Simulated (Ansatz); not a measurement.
Crystal: BaTiO3.

```
Ba Ti O
1.0
     4.00600    0.00000    0.00000
     0.00000    4.00600    0.00000
     0.00000    0.00000    4.00600
Ba Ti O
1 1 3
Cartesian
  2.0030 2.0030 2.0030
  0.0000 0.0000 0.0000
  0.0000 0.0000 2.0030
  0.0000 2.0030 0.0000
  2.0030 0.0000 0.0000
```

Base run:

| Property | Result |
| --- | --- |
| Program | Ansatz 0.2.0 |
| Functional | PBEsol |
| Potentials or basis | Ansatz PAW |
| Cutoff | 420 eV |
| Density cutoff | 1680 eV |
| k mesh | 7 × 7 × 7 |
| Occupations | fermi-dirac, width 0.05 eV |
| Spin | no spin polarisation |
| Hubbard terms | Ti d U = 2 eV |

Its results: band gap on the k mesh 2.03 eV, indirect (least direct gap 2.10 eV); pressure -4.0 GPa.

Question: The run is repeated on the same cell with these changes: hubbard terms from Ti d U = 2 eV to Ti d U = 8 eV. What comes out?

Answer: Band gap on the k mesh 2.90 eV, indirect (least direct gap 3.04 eV); pressure -1.7 GPa.

Caveats: odd divisions of the mesh miss points on the zone boundary, where band edges often lie, so the gap on the mesh can be too wide; spin-orbit coupling is left out, which moves the levels of the heavy elements; the PAW data sets come from PBE, with cores solved anew for the run's functional, which leaves a small shift of forces and pressure; the density of states is complete only up to the lowest level of the last band computed.

A k mesh can miss the band edges.

Not every run made on this cell is shown here.
